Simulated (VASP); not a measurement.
# PtS2 in VASP: further runs

The runs below take PtS2 through single point, with PBE.

All numbers are computed with VASP 6.6.1; they aren't measurements. Logs are shortened: lines on timing, memory, paths and dates and some standing lists are left out, and cuts for length are marked.

**1. The structure**

The cell holds a slab with vacuum, 3 atoms: a = 3.543 Å, b = 3.543 Å, c = 12.288 Å, α = 90.00°, β = 90.00°, γ = 120.00°.

**2. Single point, PBE**

File INCAR:

```
SYSTEM = PtS2
PREC = Accurate ; ENCUT = 460
EDIFF = 1E-7 ; ISMEAR = 0
SIGMA = 0.05 ; LREAL = .False.
LASPH = .True. ; NELM = 120
ALGO = Normal ; ISIF = 2
LWAVE = .False. ; LCHARG = .False.
GGA = PE ; NBANDS = 22
LVHAR = .True. ; LVACPOTAV = .True.
IDIPOL = 3
```

File KPOINTS:

```
Automatic mesh
0
Gamma
  7 7 1
  0 0 0
```

File POSCAR:

```
PtS2
1.0
    3.5432000000      0.0000000000      0.0000000000
   -1.7716000000      3.0685012100      0.0000000000
    0.0000000000      0.0000000000     12.2876152000
S Pt
2 1
Direct
    0.6666666667      0.3333333333      0.4069137842
    0.3333333333      0.6666666667      0.5930862158
    0.0000000000      0.0000000000      0.5000000000
```

Potentials or basis: VASP PAW PBE potentials, release 64 (S, Pt).

On the command line:

```bash
$ cat potpaw_PBE.64/S/POTCAR potpaw_PBE.64/Pt/POTCAR > POTCAR
$ mpirun -np 1 vasp_std > vasp.out
```

OUTCAR:

```text
SYSTEM = PtS2
   PREC = Accurate
   ENCUT = 460
   EDIFF = 1E-7
   ISMEAR = 0
   LREAL = .False.
   LASPH = .True.
   NELM = 120
   ISIF = 2
   GGA = PE

 Found      8 irreducible k-points:

 Following reciprocal coordinates:
            Coordinates               Weight
  0.000000  0.000000  0.000000      1.000000
  0.142857  0.000000  0.000000      6.000000
  0.285714  0.000000  0.000000      6.000000
  0.428571  0.000000  0.000000      6.000000
  0.142857  0.142857  0.000000      6.000000
  0.285714  0.142857  0.000000     12.000000
   k-points           NKPTS =      8   k-points in BZ     NKDIM =      8   number of bands    NBANDS=     22
   number of dos      NEDOS =    301   number of ions     NIONS =      3
   total plane-waves  NPLWV =  70560
   dimension x,y,z NGX =    28 NGY =   28 NGZ =   90
   dimension x,y,z NGXF=    56 NGYF=   56 NGZF=  180
   ions per type =               2   1
   NGX,Y,Z   is equivalent  to a cutoff of  13.14, 13.14, 12.18 a.u.
   NGXF,Y,Z  is equivalent  to a cutoff of  26.28, 26.28, 24.35 a.u.
 SYSTEM =  PtS2
   PREC   = accura    normal or accurate (medium, high low for compatibility)
   ISTART =      0    job   : 0-new  1-cont  2-samecut
   ICHARG =      2    charge: 1-file 2-atom 10-const
   ISPIN  =      1    spin polarized calculation?
   LNONCOLLINEAR =      F non collinear calculations
   LSORBIT =      F    spin-orbit coupling
   LASPH  =      T    aspherical Exc in radial PAW
   ENCUT  =  460.0 eV  33.81 Ry    5.81 a.u.   6.20  6.20 21.49*2*pi/ulx,y,z
   NELM   =    120;   NELMIN=  2; NELMDL= -5     # of ELM steps
   EDIFF  = 0.1E-06   stopping-criterion for ELM
   LREAL  =      F    real-space projection
   EDIFFG = 0.1E-05   stopping-criterion for IOM
   NSW    =      0    number of steps for IOM
   IBRION =     -1    ionic relax: 0-MD 1-quasi-New 2-CG
   NFREE  =      0    steps in history (QN), initial steepest desc. (CG)
   ISIF   =      2    stress and relaxation
   ISYM   =      2    0-nonsym 1-usesym 2-fastsym
   POTIM  = 0.5000    time-step for ionic-motion
   TEBEG  =    0.0;   TEEND  =   0.0 temperature during run
   PSTRESS=    0.0 pullay stress
   NELECT =      22.0000    total number of electrons
   NUPDOWN=      -1.0000    fix difference up-down
   EMIN   =  10.00;   EMAX   =-10.00  energy-range for DOS
   EFERMI =   0.00;   METHOD = LEGACY
   ISMEAR =     0;   SIGMA  =   0.05  broadening in eV -4-tet -1-fermi 0-gaus
   EFERMI_NEDOS =   21; number of points for ismear=-14 and -15
   IALGO  =     38    algorithm
   IMIX   =      4    mixing-type and parameters
     AMIX     =   0.40;   BMIX     =  1.00
     AMIX_MAG =   1.60;   BMIX_MAG =  1.00
  volume/ion in A,a.u.               =      44.53       300.51
  Fermi-wavevector in a.u.,A,eV,Ry     =   0.897331  1.695709 10.955444  0.805202
  Thomas-Fermi vector in A             =   2.019901
   LORBIT       =      0    0 simple, 1 ext, 2 COOP (PROOUT), +10 PAW based schemes
   GGA     = PE    functional components
   LHFCALC =     F    Hartree Fock is set to
   AEXX    =    0.0000 exact exchange contribution
   IVDW    =     0    specifies the selected vdW correction
   LEPSILON=     F    determine dielectric tensor
   LRPA    =     F    only Hartree local field effects (RPA)
 non-spin polarized calculation
 Gauss-broadening in eV      SIGMA  =   0.05
  energy-cutoff  :      460.00
  volume of cell :      133.59
 maximum number of plane-waves:      3004
 NGX is ok and might be reduce to    28
   NGX = 13   NGY = 13   NGZ = 43

 number of electron      21.9999998 magnetization

 Free energy of the ion-electron system (eV)
  ---------------------------------------------------
  ext. energy  EPLUGINS =         0.00000000
  ---------------------------------------------------
  free energy    TOTEN  =       -15.32369889 eV

  energy without entropy =      -15.32369889  energy(sigma->0) =      -15.32369889

 E-fermi :  -0.9093     XC(G=0):  -5.1810

 val. band max:       -1.2122152508   @ k =   0.1429   0.1429   0.0000
 cond. band min:       0.6972673338   @ k =   0.2857   0.0000   0.0000
 fundamental gap:      1.9094825846
 Fermi energy:        -0.9092610424

 k-point     1 :       0.0000    0.0000    0.0000
  band No.  band energies     occupation
      1     -15.8699      2.00000
      2     -13.0973      2.00000
      3      -7.5055      2.00000
      4      -7.5055      2.00000
      5      -6.7189      2.00000
      6      -4.4703      2.00000
[... 14 lines left out ...]
     21       9.7141      0.00000
     22      11.6197      0.00000

 k-point     2 :       0.1429    0.0000    0.0000
  band No.  band energies     occupation
      1     -15.5998      2.00000
      2     -13.2102      2.00000
      3      -7.3968      2.00000
      4      -7.3261      2.00000
      5      -6.5017      2.00000
      6      -4.8833      2.00000
[... 14 lines left out ...]
     21       9.4659      0.00000
     22      10.8155      0.00000

 k-point     3 :       0.2857    0.0000    0.0000
  band No.  band energies     occupation
      1     -14.8924      2.00000
      2     -13.4533      2.00000
      3      -7.2134      2.00000
      4      -6.9373      2.00000
      5      -6.2416      2.00000
      6      -5.5876      2.00000
[... 14 lines left out ...]
     21       9.5192      0.00000
     22      10.5807      0.00000

 k-point     4 :       0.4286    0.0000    0.0000
  band No.  band energies     occupation
      1     -14.1653      2.00000
      2     -13.6276      2.00000
      3      -7.9404      2.00000
      4      -6.7177      2.00000
      5      -5.8339      2.00000
      6      -5.1988      2.00000
[... 14 lines left out ...]
     21       9.6988      0.00000
     22      10.4281      0.00000

 k-point     5 :       0.1429    0.1429    0.0000
  band No.  band energies     occupation
      1     -15.1067      2.00000
      2     -13.3875      2.00000
      3      -7.1747      2.00000
      4      -7.0640      2.00000
      5      -6.2129      2.00000
      6      -5.2878      2.00000
[... 14 lines left out ...]
     21       9.2689      0.00000
     22      10.3451      0.00000

 k-point     6 :       0.2857    0.1429    0.0000
  band No.  band energies     occupation
      1     -14.3484      2.00000
      2     -13.5958      2.00000
      3      -7.3434      2.00000
      4      -6.8536      2.00000
      5      -6.1537      2.00000
      6      -5.3086      2.00000
[... 14 lines left out ...]
     21       9.5700      0.00000
     22       9.8166      0.00000

 [... further k-points ...]

------------------------ aborting loop because EDIFF is reached ----------------------------------------

 dipolmoment           0.000000      0.000000      0.000000 electrons x Angstroem

  FORCE on cell =-STRESS in cart. coord.  units (eV):
  Direction    XX          YY          ZZ          XY          YZ          ZX
  --------------------------------------------------------------------------------------
  -------------------------------------------------------------------------------------
  Total        3.4832666      3.4832666      3.0821240      0.0000000      0.0000000      0.0000000
  in kB       41.7741607     41.7741606     36.9633325      0.0000000      0.0000000      0.0000000
  external PRESSURE =      40.1705513 kB  Pullay stress =       0.0000000 kB

 VOLUME and BASIS-vectors are now :
 -----------------------------------------------------------------------------
  energy-cutoff  :      460.00
  volume of cell :      133.59
      direct lattice vectors                 reciprocal lattice vectors
     3.543200000  0.000000000  0.000000000     0.282230752  0.162946001  0.000000000
    -1.771600000  3.068501210  0.000000000     0.000000000  0.325892001  0.000000000
     0.000000000  0.000000000 12.287615200     0.000000000  0.000000000  0.081382757

 POSITION                                       TOTAL-FORCE (eV/Angst)
 -----------------------------------------------------------------------------------
      1.77160      1.02283      5.00000         0.000000      0.000000     -1.356726
     -0.00000      2.04567      7.28762        -0.000000     -0.000000      1.356726
      0.00000      0.00000      6.14381         0.000000      0.000000     -0.000000
 -----------------------------------------------------------------------------------
    total drift:                               -0.000000     -0.000000     -0.000000

  FREE ENERGIE OF THE ION-ELECTRON SYSTEM (eV)
  ---------------------------------------------------
  free  energy   TOTEN  =       -15.3236988881 eV

  energy  without entropy=      -15.3236988881  energy(sigma->0) =      -15.32369889
```

Wall time 23 s (1 thread of AMD EPYC 9R45 (Zen 5), shared host); peak memory 0.21 GiB.

The run converged, but some of its settings lie outside the range that counts as converged, so its numbers aren't taken as properties of the slab.

What came out:

```yaml
Free_energy: -15.3237 eV
Largest_force: 1.357 eV/Å
Band_gap_on_the_k_mesh: 1.91 eV, indirect (least direct gap 2.06 eV)
```

Caveat: spin-orbit coupling is left out, which moves the levels of the heavy elements.

**3. Single point, PBE**

This run uses another cell than the first one, of 51.78 Å³/atom, 1.163 times its volume.

File INCAR:

```
SYSTEM = PtS2
PREC = Accurate ; ENCUT = 460
EDIFF = 1E-7 ; ISMEAR = 0
SIGMA = 0.3 ; LREAL = .False.
LASPH = .True. ; NELM = 120
ALGO = Normal ; ISIF = 2
LWAVE = .False. ; LCHARG = .False.
LDIPOL = .True. ; IDIPOL = 3
DIPOL = 0.5 0.5 0.500 ; GGA = PE
NBANDS = 22 ; LVHAR = .True.
LVACPOTAV = .True.
```

KPOINTS is that of step 2.

File POSCAR:

```
PtS2
1.0
    3.5432000000      0.0000000000      0.0000000000
   -1.7716000000      3.0685012100      0.0000000000
    0.0000000000      0.0000000000     14.2876152000
S Pt
2 1
Direct
    0.6666666667      0.3333333333      0.4199441206
    0.3333333333      0.6666666667      0.5800558794
    0.0000000000      0.0000000000      0.5000000000
```

Potentials or basis: VASP PAW PBE potentials, release 64 (S, Pt).

On the command line:

```bash
$ cat potpaw_PBE.64/S/POTCAR potpaw_PBE.64/Pt/POTCAR > POTCAR
$ mpirun -np 1 vasp_std > vasp.out
```

It took 26 s on 1 thread of AMD EPYC 9R45 (Zen 5), shared host; peak memory 0.23 GiB.

The run converged, but some of its settings lie outside the range that counts as converged, so its numbers aren't taken as properties of the slab.

What came out:

```
Free energy                            : -15.3237 eV
Largest force                          : 1.357 eV/Å
Band gap on the k mesh                 : 1.91 eV, indirect (least direct gap 2.06 eV)
Ionisation potential of the upper face : 6.25 eV
```

Caveat: spin-orbit coupling is left out, which moves the levels of the heavy elements.

**4. Single point, PBE**

This run uses another cell than the first one, of 51.78 Å³/atom, 1.163 times its volume.

INCAR: that of step 3 with these lines changed.

```diff
@@ -2,4 +2,4 @@
 PREC = Accurate ; ENCUT = 460
-EDIFF = 1E-7 ; ISMEAR = 0
-SIGMA = 0.3 ; LREAL = .False.
+EDIFF = 0.001 ; ISMEAR = 0
+SIGMA = 0.05 ; LREAL = .False.
 LASPH = .True. ; NELM = 120
```

KPOINTS is that of step 3.

POSCAR is that of step 3.

On the command line:

```bash
$ cat potpaw_PBE.64/S/POTCAR potpaw_PBE.64/Pt/POTCAR > POTCAR
$ mpirun -np 1 vasp_std > vasp.out
```

Wall time 12 s (1 thread of AMD EPYC 9R45 (Zen 5), shared host); peak memory 0.22 GiB.

The run converged, but some of its settings lie outside the range that counts as converged, so its numbers aren't taken as properties of the slab.

What came out:

```yaml
Free_energy: -15.3235 eV
Largest_force: 1.356 eV/Å
Band_gap_on_the_k_mesh: 1.91 eV, indirect (least direct gap 2.05 eV)
Ionisation_potential_of_the_upper_face: 6.22 eV
```

Caveat: spin-orbit coupling is left out, which moves the levels of the heavy elements.

**5. Single point, PBE**

This run uses another cell than the first one, of 73.52 Å³/atom, 1.651 times its volume.

INCAR: that of step 4 with these lines changed.

```diff
@@ -2,3 +2,3 @@
 PREC = Accurate ; ENCUT = 460
-EDIFF = 0.001 ; ISMEAR = 0
+EDIFF = 1E-7 ; ISMEAR = 0
 SIGMA = 0.05 ; LREAL = .False.
```

File KPOINTS:

```
Automatic mesh
0
Gamma
  6 6 1
  0 0 0
```

File POSCAR:

```
PtS2
1.0
    3.5432000000      0.0000000000      0.0000000000
   -1.7716000000      3.0685012100      0.0000000000
    0.0000000000      0.0000000000     20.2876152000
S Pt
2 1
Direct
    0.6666666667      0.3333333333      0.4436204015
    0.3333333333      0.6666666667      0.5563795985
    0.0000000000      0.0000000000      0.5000000000
```

On the command line:

```bash
$ cat potpaw_PBE.64/S/POTCAR potpaw_PBE.64/Pt/POTCAR > POTCAR
$ mpirun -np 1 vasp_std > vasp.out
```

Wall time 36 s (1 thread of AMD EPYC 9R45 (Zen 5), shared host); peak memory 0.29 GiB.

The run converged, but some of its settings lie outside the range that counts as converged, so its numbers aren't taken as properties of the slab.

Results:

| Property | Result |
| --- | --- |
| Free energy | -15.3243 eV |
| Largest force | 1.345 eV/Å |
| Band gap on the k mesh | 2.12 eV, indirect (least direct gap 2.16 eV) |
| Ionisation potential of the upper face | 6.23 eV |

Caveat: spin-orbit coupling is left out, which moves the levels of the heavy elements.
